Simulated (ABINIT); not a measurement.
V, 1 atom in the cell. Symmetry: Im-3m, No. 229, cubic system. Conventional cell: a = 2.941 Å, b = 2.941 Å, c = 2.941 Å, α = 90.00°, β = 90.00°, γ = 90.00°. V (site symmetry m-3m) is surrounded by 8 V at 2.55 Å.  The cell isn't the ideal one: cell relaxed.

```yaml
Program: ABINIT 10.8.3 (patched build)
Task: single point
Functional: LDA
Potentials_or_basis: HGH LDA
Cutoff: 1442 eV
k_mesh: 9 × 9 × 9
Occupations: fermi-dirac, width 0.05 eV
Spin: collinear spin, ferromagnetic start
Starting_moments: "[2.0] μB"
```

Potentials or basis: HGH LDA.

Run with:

```sh
$ mpirun --bind-to none -np 4 abinit run.abi > log 2>&1
```

Hardware: 4 MPI ranks on Intel(R) Xeon(R) 6975P-C (Granite Rapids), with other jobs on the host.

Problem. Estimate the wall time of this run.

Solution. Run time: 5.3 s on 4 MPI ranks on Intel(R) Xeon(R) 6975P-C (Granite Rapids), with other jobs on the host, peak memory 0.28 GiB a rank. Counts: scf iterations 19, mpi ranks 4, k points 35, bands 7, plane waves 1605.
